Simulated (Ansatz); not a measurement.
**Ti2O: convergence and cost**

An exercise on one series of results from a longer session: the logs are not shown, and one member is left open.

Computed with Ansatz 0.2.0 (DFT PBEsol, scalar-relativistic, plane waves, PAW, unless a step's input says otherwise).

1 further run of the same task is left out (set aside as unsound or not needed). Runs told in other sessions of the task aren't counted.

### The structure to begin with

The structure is trigonal, space group P-3m1 (No. 164). Conventional cell: a = 2.919 Å, b = 2.919 Å, c = 4.713 Å, α = 90.00°, β = 90.00°, γ = 120.00°. Ti (site symmetry 3m) is surrounded by 3 O at 2.14 Å. O (site symmetry -3m) has 6 Ti at 2.14 Å in its first shell of neighbours.

Structure file:

```cif
data_structure
_symmetry_space_group_name_H-M 'P 1'
_symmetry_Int_Tables_number 1
_cell_length_a 2.9194
_cell_length_b 2.9194
_cell_length_c 4.7130
_cell_angle_alpha 90.000
_cell_angle_beta 90.000
_cell_angle_gamma 120.000
_cell_volume 34.79
loop_
_atom_site_label
_atom_site_type_symbol
_atom_site_fract_x
_atom_site_fract_y
_atom_site_fract_z
_atom_site_occupancy
Ti1 Ti 0.66667 0.33333 0.27874 1
Ti2 Ti 0.33333 0.66667 0.72126 1
O1 O 0.00000 0.00000 0.00000 1
```

The structure comes from the Crystallography Open Database; it is used as listed.

### The base run, which the others are set against

Input file input.yaml:

```yaml
crystal:
  lattice:
    - [2.9193980238, 0.0, 0.0]
    - [-1.4596990119, 2.5282728524, 0.0]
    - [0.0, 0.0, 4.713]
  atoms:
    - { symbol: Ti, position: [0.6666666667, 0.3333333333, 0.27874] }
    - { symbol: Ti, position: [0.3333333333, 0.6666666667, 0.72126] }
    - { symbol: O, position: [0.0, 0.0, 0.0] }
basis:
  ecutwfc: 420
kpoints:
  mp_grid: { grid: [18, 18, 10] }
hamiltonian:
  xc: pbesol
scf:
  occupations: { method: gaussian, width: 0.1 }
output:
  forces: true
  stress: true
  eigenvalues: true
  populations: true
```

It was run beforehand and gave: -1837.2409 eV/atom at zero smearing, pressure 4.43 GPa, largest force 1.329 eV/Å, no gap on the mesh, in 6 SCF cycles and 25 s.

The first run:

Input file input.yaml:

```yaml
crystal:
  lattice:
    - [2.9193980238, 0.0, 0.0]
    - [-1.4596990119, 2.5282728524, 0.0]
    - [0.0, 0.0, 4.713]
  atoms:
    - { symbol: Ti, position: [0.6666666667, 0.3333333333, 0.27874] }
    - { symbol: Ti, position: [0.3333333333, 0.6666666667, 0.72126] }
    - { symbol: O, position: [0.0, 0.0, 0.0] }
basis:
  ecutwfc: 420
kpoints:
  mp_grid: { grid: [1, 1, 1] }
hamiltonian:
  xc: pbesol
scf:
  occupations: { method: gaussian, width: 0.1 }
output:
  forces: true
  stress: true
  eigenvalues: true
```

The run is started by

```
> ansatz run input.yaml --threads 1 --pin off --max-ram 2560MiB --backend cpu --events-out ev --progress --plain --runs-dir out
```

Among the steps run: K-point mesh: 1×1×1; K-point mesh set to 3×3×2; K-point mesh set to 6×6×2; K-point mesh set to 6×6×4; K-point mesh set to 12×12×6; K-point mesh set to 12×12×8; K-point mesh set to 18×18×8; K-point mesh: 24×24×12; K-point mesh set to 24×24×14; K-point mesh: 30×30×16.

One of the session's tables, all rows but one given; the rest of the session is left out.

| mesh | ΔE (meV/atom) | pressure (GPa) | largest change of a force component (eV/Å) |
| --- | --- | --- | --- |
| 1×1×1 | 2078 | 67.82 | 0.215 |
| 3×3×2 | 33.0 | 5.65 | 0.145 |
| 6×6×2 | -7.79 | 4.03 | 0.013 |
| 6×6×4 | 3.70 | 4.50 | 0.068 |
| 12×12×6 | ? | ? | ? |
| 12×12×8 | -0.21 | 4.43 | 0.003 |
| 18×18×8 | -0.01 | 4.44 | 0.000 |
| 18×18×10 | 0.04 | 4.43 | 0.002 |
| 24×24×12 | -0.01 | 4.43 | 0.000 |
| 24×24×14 | 0.04 | 4.43 | 0.000 |
| 30×30×16 | 0.00 | 4.43 | 0.000 |

Q: Estimate the row for 12×12×6 from the others.

The run gave: ΔE (meV/atom): 0.01; pressure (GPa): 4.41; largest change of a force component (eV/Å): 0.011. In the column «ΔE (meV/atom)» it lies between 30×30×16 (0.00) and 18×18×10 (0.04).

Caveats from the session: The error changes sign along the series, since a k mesh isn't variational, and a metal needs dense meshes to resolve its Fermi surface. The listed cell is far from this method's equilibrium (4.4 GPa, forces up to 1.33 eV/Å), so its values are not those of the relaxed crystal. The final runs have no spin polarisation, so a magnetic state may lie lower.
